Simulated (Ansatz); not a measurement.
Crystal: MnS.

```
CELL_PARAMETERS angstrom
1.83000 1.05655 2.97092
-1.83000 1.05655 2.97092
0.00000 -2.11310 2.97092
ATOMIC_POSITIONS crystal
Mn 0.00000 0.00000 0.00000
S 0.50000 0.50000 0.50000
```

The cell is a database's computed one.

Base run:

```yaml
Program: Ansatz 0.2.0
Functional: LDA
Potentials_or_basis: Ansatz PAW
Cutoff: "420 eV (not typed: the program's choice for these potentials)"
k_mesh: 9 × 9 × 9
Occupations: fermi-dirac, width 0.05 eV
Spin: collinear spin, ferromagnetic start
Starting_moments: "[4.0, 0.0] μB"
Hubbard_terms: Mn d U = 6 eV
```

Its results: band gap on the k mesh 1.05 eV, indirect (least direct gap 3.03 eV); pressure 2.4 GPa; net moment 5.00 μB per cell; site moments Mn +4.50; S +0.10 μB.

**Question.** The run is repeated on the same cell with these changes: hubbard terms from Mn d U = 6 eV to Mn d U = 2 eV. What comes out?

**Answer.** Band gap on the k mesh none (metal or under the smearing width); pressure -3.4 GPa; net moment 4.91 μB per cell; site moments Mn +4.33; S +0.17 μB.

Caveats: the magnetic or orbital state may not be the lowest; a cell with one magnetic atom can't hold antiferromagnetic order, which such compounds often take; the PAW data sets come from PBE, with cores solved anew for the run's functional, which leaves a small shift of forces and pressure; the density of states is complete only up to the lowest level of the last band computed; odd divisions of the mesh miss points on the zone boundary, where band edges often lie, so the gap on the mesh can be too wide (some runs).

A k mesh can miss the band edges.
